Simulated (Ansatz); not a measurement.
Runs of Ansatz 0.2.0 on Ru. It takes space group P6_3/mmc (No. 194, hexagonal). The conventional cell has a = 2.706 Å, b = 2.706 Å, c = 4.282 Å, α = 90.00°, β = 90.00°, γ = 120.00°. Ru (site symmetry -6m2) has 12 Ru at 2.65 to 2.71 Å as nearest neighbours. 

| task | level | cell | k mesh | cutoff (eV) | smearing | basis error allowed | mesh quality | gap on the mesh (eV) | pressure (GPa) | relaxed volume (Å³/atom) |
| --- | --- | --- | --- | --- | --- | --- | --- | --- | --- | --- |
| relaxation of cell and atoms | PBE+D3(BJ) | relaxed | 11 × 11 × 6 | - | fermi-dirac 0.05 eV | 0.001 eV/atom | not flagged | - | 0.0 | 13.44 |
| relaxation of cell and atoms | BLYP+D4 | relaxed | 11 × 11 × 6 | - | fermi-dirac 0.05 eV | 0.001 eV/atom | not flagged | - | 0.0 | 13.88 |
| single point | PBE | as given | 4 × 4 × 2 | 242 | fermi-dirac 0.06 eV | 0.004 eV/atom | coarse | none | (a) | - |
| elastic constants | PBEsol | as given | 8 × 8 × 5 | 300 | fermi-dirac 0.05 eV | 0.001 eV/atom | coarse | none | (b) | - |
| single point | PBE | as given | 11 × 11 × 6 | 281 | gaussian 0.02 eV | 0.001 eV/atom | not flagged | none | 4.4 | - |
| relaxation of cell and atoms | PBEsol | relaxed | 11 × 11 × 6 | - | fermi-dirac 0.05 eV | 0.001 eV/atom | not flagged | - | 0.0 | 13.32 |
| band structure | PBEsol | as given | 11 × 11 × 6 | 281 | fermi-dirac 0.05 eV | 0.001 eV/atom | not flagged | - | -6.2 | - |

Alike in all rows: potentials or basis all-electron LAPW, scalar-relativistic; no spin polarisation.

Fill in the values left out.

(a) 0.8; (b) -6.7.

Caveats: some runs use coarse meshes; the k mesh is thin for a metal, which can move the energy by tens of meV per atom (some runs); a metal's response needs a denser mesh (some runs); the cell is more than 3 GPa from zero pressure, which shifts response properties (some runs); elastic constants of metals need much finer meshes, so these are rough (some runs).

A k mesh can miss the band edges, and the runs leave out spin-orbit coupling on Ru.

A gap of «none» marks a metal or a gap under the smearing width.

The runs don't all hold the same shells in valence.
